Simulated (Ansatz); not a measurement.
Start of a relaxation of Ge:

```cif
data_structure
_symmetry_space_group_name_H-M 'P 1'
_symmetry_Int_Tables_number 1
_cell_length_a 6.3184
_cell_length_b 6.3184
_cell_length_c 6.3184
_cell_angle_alpha 138.082
_cell_angle_beta 138.082
_cell_angle_gamma 60.778
_cell_volume 111.36
loop_
_atom_site_label
_atom_site_type_symbol
_atom_site_fract_x
_atom_site_fract_y
_atom_site_fract_z
_atom_site_occupancy
Ge1 Ge 0.78721 0.78721 0.00000 1
Ge2 Ge 0.53721 0.03721 0.50000 1
Ge3 Ge 0.96279 0.46279 0.50000 1
Ge4 Ge 0.21279 0.21279 0.00000 1
Ge5 Ge 0.00000 0.00000 0.00000 1
Ge6 Ge 0.75000 0.25000 0.50000 1
```

Method: DFT PBE, scalar-relativistic, plane waves, PAW (Ansatz). Cutoff 420 eV, Gaussian smearing, Γ-centred meshes. Cell and atoms relax first on a coarse mesh and then on a finer one. In between, the cell is made exact in the group found at 0.06 Å. In metals the finer mesh still leaves noise of several meV/atom or more. The steps can't lower the symmetry of their start. No spin polarisation.

A guess keeps its type if space group and coordination stay and the shape of the cell changes little (axis ratios within about 15 %, angles within 6°); the volume may change.

Question: Does it keep its structure type, or change into something else?

Answer: It doesn't keep its type. The symmetry stays I4_1/amd (No. 141). The end has the beta-tin type. The volume per atom grows by 4.0 %, from 18.6 to 19.3 Å³. The shortest distance goes from 2.30 Å (Ge–Ge) to 2.70 Å (Ge–Ge). The ratio c/a of the conventional cell changes by a factor of 0.23. Counting neighbours within 15 % of an atom's shortest distance, the start has Ge 3/6 and the end Ge 6. In detail, at the end around Ge lie 6 Ge at 2.70–2.85 Å.

Space group I4_1/amd:1 (No. 141). a = 5.202 Å, b = 5.202 Å, c = 2.853 Å, α = 90.00°, β = 90.00°, γ = 90.00°
| atom | site | symmetry | x | y | z |
| --- | --- | --- | --- | --- | --- |
| Ge | 4a | -4m2 | 0.0000 | 0.5000 | 0.2500 |

The last run used a 22×22×22 mesh for its 2-atom cell and Gaussian smearing of 0.10 eV. A structure relaxed within its symmetry needn't be a true minimum.

In counts of neighbours, a slash parts the counts of unlike sites.
